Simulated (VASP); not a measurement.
# SH2 in VASP: notebook

The runs below take SH2 through single point, with PBE+D3(BJ), optB86b-vdW, rev-vdW-DF2.

Everything below comes from runs of VASP 6.6.1. Logs are shortened: lines on timing, memory, paths and dates and some standing lists are left out, and cuts for length are marked.

### Step 1. The structure

The cell holds a molecule in a box, 3 atoms: a = 12.326 Å, b = 12.826 Å, c = 13.326 Å, α = 90.00°, β = 90.00°, γ = 90.00°.

### Step 2. Single point, PBE+D3(BJ)

The input, INCAR:

```
SYSTEM = H2S
PREC     = Accurate       ! precision mode
ENCUT    = 400            ! plane-wave cutoff, eV
EDIFF    = 1E-6           ! SCF threshold, eV
ISMEAR   = 0              ! smearing method
SIGMA    = 0.005          ! smearing width, eV
LREAL    = .FALSE.        ! projectors in reciprocal space
LASPH    = .TRUE.         ! aspherical terms in the spheres
NELM     = 100            ! most SCF steps
ALGO     = Fast           ! electronic algorithm
ISIF     = 2              ! what is computed and relaxed
LWAVE    = .FALSE.        ! write WAVECAR
LCHARG   = .FALSE.        ! write CHGCAR
GGA      = PE             ! functional
IVDW     = 12             ! dispersion correction
ISYM     = 0
```

The input, KPOINTS:

```
Automatic mesh
0
G
  1 1 1
  0 0 0
```

The input, POSCAR:

```
H2S
1.0
   12.3255669104      0.0000000000      0.0000000000
    0.0000000000     12.8255669104      0.0000000000
    0.0000000000      0.0000000000     13.3255669104
S H
1 2
Direct
    0.5295000000      0.5111000000      0.4595000000
    0.5162000000      0.4313000000      0.5245000000
    0.4663000000      0.5743000000      0.5158000000
```

Potentials or basis: VASP PAW PBE potentials, release 64 (S, H).

Launch:

```
> cat potpaw_PBE.64/S/POTCAR potpaw_PBE.64/H/POTCAR > POTCAR
> mpirun -np 4 vasp_gam > vasp.out
```

OUTCAR:

```text
SYSTEM = H2S
   PREC = Accurate
   ENCUT = 400
   EDIFF = 1E-6
   ISMEAR = 0
   LREAL = .FALSE.
   LASPH = .TRUE.
   NELM = 100
   ISIF = 2
   GGA = PE
   IVDW = 12
   ISYM = 0
 IVDW          = 12

 ion  position               nearest neighbor table
   1  0.529  0.511  0.459-   2 1.35   3 1.35
   2  0.516  0.431  0.525-   1 1.35
   3  0.466  0.574  0.516-   1 1.35

IMPORTANT INFORMATION: All symmetrisations will be switched off!
NOSYMM: (Re-)initialisation of all symmetry stuff for point group C_1.

----------------------------------------------------------------------------------------

                                     Primitive cell

  volume of cell :    2106.5374

  direct lattice vectors                    reciprocal lattice vectors
    12.325566910  0.000000000  0.000000000     0.081132171  0.000000000  0.000000000
     0.000000000 12.825566910  0.000000000     0.000000000  0.077969263  0.000000000
     0.000000000  0.000000000 13.325566910     0.000000000  0.000000000  0.075043712

  length of vectors
    12.325566910 12.825566910 13.325566910     0.081132171  0.077969263  0.075043712

  position of ions in fractional coordinates (direct lattice)
     0.529500000  0.511100000  0.459500000
     0.516200000  0.431300000  0.524500000
     0.466300000  0.574300000  0.515800000

  ion indices of the primitive-cell ions
   primitive index   ion index
                 1           1
                 2           2
                 3           3

----------------------------------------------------------------------------------------

 KPOINTS: Automatic mesh

Automatic generation of k-mesh.
 Grid dimensions read from file:
 generate k-points for:    1    1    1

 Generating k-lattice:

  Cartesian coordinates                     Fractional coordinates (reciprocal lattice)
     0.081132171  0.000000000  0.000000000     1.000000000  0.000000000  0.000000000
     0.000000000  0.077969263  0.000000000     0.000000000  1.000000000  0.000000000
     0.000000000  0.000000000  0.075043712     0.000000000  0.000000000  1.000000000

  Length of vectors
     0.081132171  0.077969263  0.075043712

  Shift w.r.t. Gamma in fractional coordinates (k-lattice)
     0.000000000  0.000000000  0.000000000

 Subroutine IBZKPT returns following result:
 ===========================================

 Found      1 irreducible k-points:

 Following reciprocal coordinates:
            Coordinates               Weight
  0.000000  0.000000  0.000000      1.000000
   k-points           NKPTS =      1   k-points in BZ     NKDIM =      1   number of bands    NBANDS=      8
   number of dos      NEDOS =    301   number of ions     NIONS =      3
   total plane-waves  NPLWV = 604800
   dimension x,y,z NGX =    80 NGY =   84 NGZ =   90
   dimension x,y,z NGXF=   160 NGYF=  168 NGZF=  180
   ions per type =               1   2
   NGX,Y,Z   is equivalent  to a cutoff of  10.79, 10.89, 11.23 a.u.
   NGXF,Y,Z  is equivalent  to a cutoff of  21.58, 21.78, 22.46 a.u.
 SYSTEM =  H2S
   PREC   = accura    normal or accurate (medium, high low for compatibility)
   ISTART =      0    job   : 0-new  1-cont  2-samecut
   ICHARG =      2    charge: 1-file 2-atom 10-const
   ISPIN  =      1    spin polarized calculation?
   LNONCOLLINEAR =      F non collinear calculations
   LSORBIT =      F    spin-orbit coupling
   LASPH  =      T    aspherical Exc in radial PAW
   ENCUT  =  400.0 eV  29.40 Ry    5.42 a.u.  20.10 20.92 21.73*2*pi/ulx,y,z
   NELM   =    100;   NELMIN=  2; NELMDL= -5     # of ELM steps
   EDIFF  = 0.1E-05   stopping-criterion for ELM
   LREAL  =      F    real-space projection
   EDIFFG = 0.1E-04   stopping-criterion for IOM
   NSW    =      0    number of steps for IOM
   IBRION =     -1    ionic relax: 0-MD 1-quasi-New 2-CG
   NFREE  =      0    steps in history (QN), initial steepest desc. (CG)
   ISIF   =      2    stress and relaxation
   ISYM   =      0    0-nonsym 1-usesym 2-fastsym
   POTIM  = 0.5000    time-step for ionic-motion
   TEBEG  =    0.0;   TEEND  =   0.0 temperature during run
   PSTRESS=    0.0 pullay stress
   NELECT =       8.0000    total number of electrons
   NUPDOWN=      -1.0000    fix difference up-down
   EMIN   =  10.00;   EMAX   =-10.00  energy-range for DOS
   EFERMI =   0.00;   METHOD = LEGACY
   ISMEAR =     0;   SIGMA  =   0.01  broadening in eV -4-tet -1-fermi 0-gaus
   EFERMI_NEDOS =   21; number of points for ismear=-14 and -15
   IALGO  =     68    algorithm
   IMIX   =      4    mixing-type and parameters
     AMIX     =   0.40;   BMIX     =  1.00
     AMIX_MAG =   1.60;   BMIX_MAG =  1.00
  volume/ion in A,a.u.               =     702.18      4738.54
  Fermi-wavevector in a.u.,A,eV,Ry     =   0.255416  0.482667  0.887609  0.065237
  Thomas-Fermi vector in A             =   1.077651
   LORBIT       =      0    0 simple, 1 ext, 2 COOP (PROOUT), +10 PAW based schemes
   GGA     = PE    functional components
   LHFCALC =     F    Hartree Fock is set to
   AEXX    =    0.0000 exact exchange contribution
   IVDW    =    12    specifies the selected vdW correction
   LEPSILON=     F    determine dielectric tensor
   LRPA    =     F    only Hartree local field effects (RPA)
 non-spin polarized calculation
 RMM-DIIS sequential band-by-band and
 Gauss-broadening in eV      SIGMA  =   0.01
  energy-cutoff  :      400.00
  volume of cell :     2106.54
 maximum number of plane-waves:     19124
   NGX = 41   NGY = 41   NGZ = 43

 number of electron       8.0000004 magnetization

 Free energy of the ion-electron system (eV)
  ---------------------------------------------------
  ext. energy  EPLUGINS =         0.00000000
  ---------------------------------------------------
  free energy    TOTEN  =       -11.20408117 eV

  energy without entropy =      -11.20408117  energy(sigma->0) =      -11.20408117

 E-fermi :  -6.1540     XC(G=0):  -0.4066

 val. band max:       -6.1874294973   @ k =   0.0000   0.0000   0.0000
 cond. band min:      -0.8194397004   @ k =   0.0000   0.0000   0.0000
 fundamental gap:      5.3679897969
 Fermi energy:        -6.1539596887

 k-point     1 :       0.0000    0.0000    0.0000
  band No.  band energies     occupation
      1     -18.3994      2.00000
      2     -10.8147      2.00000
      3      -9.0046      2.00000
      4      -6.1874      2.00000
      5      -0.8194      0.00000
      6      -0.5668      0.00000
      7       0.2792      0.00000
      8       0.5907      0.00000

------------------------ aborting loop because EDIFF is reached ----------------------------------------

 Edisp (eV)   -0.02193

 E8    (eV) :    -0.0065

  FORCE on cell =-STRESS in cart. coord.  units (eV):
  Direction    XX          YY          ZZ          XY          YZ          ZX
  --------------------------------------------------------------------------------------
  -------------------------------------------------------------------------------------
  Total      -0.14273    -0.16447    -0.15561     0.01735    -0.00353     0.02110
  in kB      -0.10856    -0.12509    -0.11835     0.01320    -0.00269     0.01605
  external pressure =       -0.12 kB  Pullay stress =        0.00 kB

 VOLUME and BASIS-vectors are now :
 -----------------------------------------------------------------------------
  energy-cutoff  :      400.00
  volume of cell :     2106.54
      direct lattice vectors                 reciprocal lattice vectors
    12.325566910  0.000000000  0.000000000     0.081132171  0.000000000  0.000000000
     0.000000000 12.825566910  0.000000000     0.000000000  0.077969263  0.000000000
     0.000000000  0.000000000 13.325566910     0.000000000  0.000000000  0.075043712

 POSITION                                       TOTAL-FORCE (eV/Angst)
 -----------------------------------------------------------------------------------
      6.52639      6.55515      6.12310        -0.029681      0.007256      0.043595
      6.36246      5.53167      6.98926         0.002579      0.023417     -0.017841
      5.74741      7.36572      6.87333         0.027102     -0.030674     -0.025754
 -----------------------------------------------------------------------------------
    total drift:                                0.000225      0.000305     -0.000490

  FREE ENERGIE OF THE ION-ELECTRON SYSTEM (eV)
  ---------------------------------------------------
  free  energy   TOTEN  =       -11.2260161506 eV

  energy  without entropy=      -11.2260161506  energy(sigma->0) =      -11.22601615
```

It took 16 s on 4 MPI ranks of Intel Xeon 6975P-C (Granite Rapids), shared host; peak memory 0.39 GiB.

What came out:

| Property | Result |
| --- | --- |
| Free energy | -11.2260 eV |
| Largest force | 0.053 eV/Å |
| Gap between the frontier levels | 5.37 eV |
| Dispersion energy per atom | -0.007 eV |

Forces in eV/Å, atoms in the order of the input:
```
S   -0.030  0.007  0.044
H    0.003  0.023 -0.018
H    0.027 -0.031 -0.026
```

Levels at points of the mesh, in eV from the valence-band top:
```
           k point  band 1  band 2  band 3  band 4  band 5  band 6  band 7  band 8
(0.00, 0.00, 0.00)  -12.21   -4.63   -2.82    0.00    5.37    5.62    6.47    6.78
```

PBE gaps usually lie below the measured ones, often by a third to a half.

### Step 3. Single point, optB86b-vdW

INCAR, as its differences from that of step 2:

```diff
@@ -13,4 +13,7 @@
 LCHARG   = .FALSE.        ! write CHGCAR
-GGA      = PE             ! functional
-IVDW     = 12             ! dispersion correction
+GGA      = MK             ! functional
+LUSE_VDW = .TRUE.       
+AGGAC    = 0.0          
+PARAM1   = 0.1234       
+PARAM2   = 1.0          
 ISYM     = 0
```

KPOINTS is that of step 2.

POSCAR is that of step 2.

Potentials or basis: VASP PAW PBE potentials, release 64 (S, H).

Launch:

```
> cat potpaw_PBE.64/S/POTCAR potpaw_PBE.64/H/POTCAR > POTCAR
> mpirun -np 4 vasp_gam > vasp.out
```

OUTCAR:

```text
SYSTEM = H2S
   PREC = Accurate
   ENCUT = 400
   EDIFF = 1E-6
   ISMEAR = 0
   LREAL = .FALSE.
   LASPH = .TRUE.
   NELM = 100
   ISIF = 2
   GGA = MK
   ISYM = 0

 ion  position               nearest neighbor table
   1  0.529  0.511  0.459-   2 1.35   3 1.35
   2  0.516  0.431  0.525-   1 1.35
   3  0.466  0.574  0.516-   1 1.35

IMPORTANT INFORMATION: All symmetrisations will be switched off!
NOSYMM: (Re-)initialisation of all symmetry stuff for point group C_1.

[... 146 lines left out ...]
  --------------------------------------------------------------------------------------
  -------------------------------------------------------------------------------------
  Total       -0.1426110     -0.1255665     -0.1497776      0.0018274     -0.0087874      0.0122875
  in kB       -0.1084662     -0.0955026     -0.1139169      0.0013899     -0.0066835      0.0093455
  external PRESSURE =      -0.1059619 kB  Pullay stress =       0.0000000 kB

 VOLUME and BASIS-vectors are now :
 -----------------------------------------------------------------------------
  energy-cutoff  :      400.00
  volume of cell :     2106.54
      direct lattice vectors                 reciprocal lattice vectors
    12.325566910  0.000000000  0.000000000     0.081132171  0.000000000  0.000000000
     0.000000000 12.825566910  0.000000000     0.000000000  0.077969263  0.000000000
     0.000000000  0.000000000 13.325566910     0.000000000  0.000000000  0.075043712

 POSITION                                       TOTAL-FORCE (eV/Angst)
 -----------------------------------------------------------------------------------
      6.52639      6.55515      6.12310        -0.017933      0.009871      0.023865
      6.36246      5.53167      6.98926         0.005847     -0.005021     -0.006365
      5.74741      7.36572      6.87333         0.012086     -0.004850     -0.017500
 -----------------------------------------------------------------------------------
    total drift:                                0.000346      0.000305      0.000140

  FREE ENERGIE OF THE ION-ELECTRON SYSTEM (eV)
  ---------------------------------------------------
  free  energy   TOTEN  =        -9.2625677068 eV

  energy  without entropy=       -9.2625677068  energy(sigma->0) =       -9.26256771

Total vdW correction in eV:      2.0550705
```

Run time: 4.3 min. Hardware: 4 MPI ranks of Intel Xeon 6975P-C (Granite Rapids), shared host; peak memory 1.1 GiB.

Results:

```
Free energy                     : -9.2626 eV
Largest force                   : 0.031 eV/Å
Gap between the frontier levels : 5.16 eV
```

Forces in eV/Å, atoms in the order of the input:
```
S   -0.018  0.010  0.024
H    0.006 -0.005 -0.006
H    0.012 -0.005 -0.018
```

Caveat: the PAW data sets were made with another functional, which shifts forces and pressure a little.

### Step 4. Single point, rev-vdW-DF2

INCAR, as its differences from that of step 3:

```diff
@@ -17,3 +17,4 @@
 PARAM1   = 0.1234       
-PARAM2   = 1.0          
+PARAM2   = 0.711357     
+ZAB_VDW  = -1.8867      
 ISYM     = 0
```

KPOINTS is that of step 3.

POSCAR is that of step 3.

Launch:

```
> cat potpaw_PBE.64/S/POTCAR potpaw_PBE.64/H/POTCAR > POTCAR
> mpirun -np 4 vasp_gam > vasp.out
```

It took 4.5 min on 4 MPI ranks of Intel Xeon 6975P-C (Granite Rapids), shared host; peak memory 1.1 GiB.

It converged, with:

```yaml
Free_energy: -9.5056 eV
Largest_force: 0.040 eV/Å
Gap_between_the_frontier_levels: 5.17 eV
```

Forces in eV/Å, atoms in the order of the input:
```
S   -0.023  0.009  0.032
H    0.008 -0.004 -0.010
H    0.015 -0.005 -0.021
```

Levels at points of the mesh, in eV from the valence-band top:
```tsv
k point	band 2	band 3	band 4	band 5	band 6	band 7
(0.00, 0.00, 0.00)	-4.64	-2.82	0.00	5.17	5.54	6.43
```

Caveat: the PAW data sets were made with another functional, which shifts forces and pressure a little.

### Step 5. The runs side by side

| level | gap on the mesh (eV) | largest force (eV/Å) |
| --- | --- | --- |
| PBE+D3(BJ) | 5.37 | 0.05 |
| optB86b-vdW | 5.16 | 0.03 |
| rev-vdW-DF2 | 5.17 | 0.04 |

Alike in all rows: task single point; potentials or basis VASP PAW PBE potentials, release 64 (S, H); no spin polarisation; cell as given; k mesh 1 × 1 × 1; cutoff (eV) 400; smearing gaussian 0.005 eV.

On the cell as given the gap runs from 5.16 eV (optB86b-vdW) to 5.37 eV (PBE+D3(BJ)).

Caveats: the PAW data sets were made with another functional, which shifts forces and pressure a little (some runs).

Absolute energies hang on the potentials; compare differences alone.
